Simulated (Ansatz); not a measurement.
# InSe: the cost of one run

Method: DFT PBEsol, scalar-relativistic, plane waves, PAW, in Ansatz 0.2.0.

4 further runs of the same task are left out: 1 that didn't finish, 3 set aside as unsound or not needed.

**1. The structure to begin with**

The structure is monoclinic, space group C2/m (No. 12). Conventional cell: a = 11.750 Å, b = 4.111 Å, c = 4.564 Å, α = 90.00°, β = 110.64°, γ = 90.00°. In (site symmetry m) is surrounded by 3 Se at 2.67 to 2.70 Å and 1 In at 2.79 Å. Se (site symmetry m) has 3 In at 2.67 to 2.70 Å as nearest neighbours.

Structure file:

```cif
data_structure
_symmetry_space_group_name_H-M 'P 1'
_symmetry_Int_Tables_number 1
_cell_length_a 4.1105
_cell_length_b 6.3766
_cell_length_c 8.8584
_cell_angle_alpha 71.512
_cell_angle_beta 76.584
_cell_angle_gamma 71.197
_cell_volume 206.27
loop_
_atom_site_label
_atom_site_type_symbol
_atom_site_fract_x
_atom_site_fract_y
_atom_site_fract_z
_atom_site_occupancy
In1 In 0.11420 0.90033 0.87128 1
In2 In 0.11420 0.40033 0.37128 1
In3 In 0.88580 0.59967 0.62872 1
In4 In 0.88580 0.09967 0.12872 1
Se1 Se 0.34528 0.97346 0.33598 1
Se2 Se 0.34528 0.47346 0.83598 1
Se3 Se 0.65472 0.52654 0.16402 1
Se4 Se 0.65472 0.02654 0.66402 1
```

It is built from the cell relaxed beforehand with the same method (25.78 Å³/atom).

**2. The undisturbed cell**

File input.yaml:

```yaml
crystal:
  lattice:
    - [0.0, 4.1105485043, 0.0]
    - [4.26980774, 2.0552742521, 4.2667954979]
    - [7.4800451447, 2.0552742521, -4.2773852325]
  atoms:
    - { symbol: In, position: [0.1141973411, 0.9003296259, 0.8712756919] }
    - { symbol: In, position: [0.1141973411, 0.4003296259, 0.3712756919] }
    - { symbol: In, position: [0.8858026589, 0.5996703741, 0.6287243081] }
    - { symbol: In, position: [0.8858026589, 0.0996703741, 0.1287243081] }
    - { symbol: Se, position: [0.3452787783, 0.9734646069, 0.3359778364] }
    - { symbol: Se, position: [0.3452787783, 0.4734646069, 0.8359778364] }
    - { symbol: Se, position: [0.6547212217, 0.5265353931, 0.1640221636] }
    - { symbol: Se, position: [0.6547212217, 0.0265353931, 0.6640221636] }
basis:
  ecutwfc: 420
kpoints:
  mp_grid: { grid: [8, 8, 8] }
hamiltonian:
  xc: pbesol
scf:
  occupations: { method: gaussian, width: 0.05 }
output:
  forces: true
  stress: true
  eigenvalues: true
  write_density: true
  write_potential: true
  elf: true
  volumetric_format: npy
```

Started as:

```bash
> ansatz run input.yaml --threads 1 --pin off --max-ram 2560MiB --backend cpu --events-out ev --progress --plain --runs-dir out
```

**Question.** How long does this run take on 1 thread of Intel Xeon at 2.70GHz, shared host, and how much memory does it need?

About 2.2 min, with a peak of 1.5 GiB.
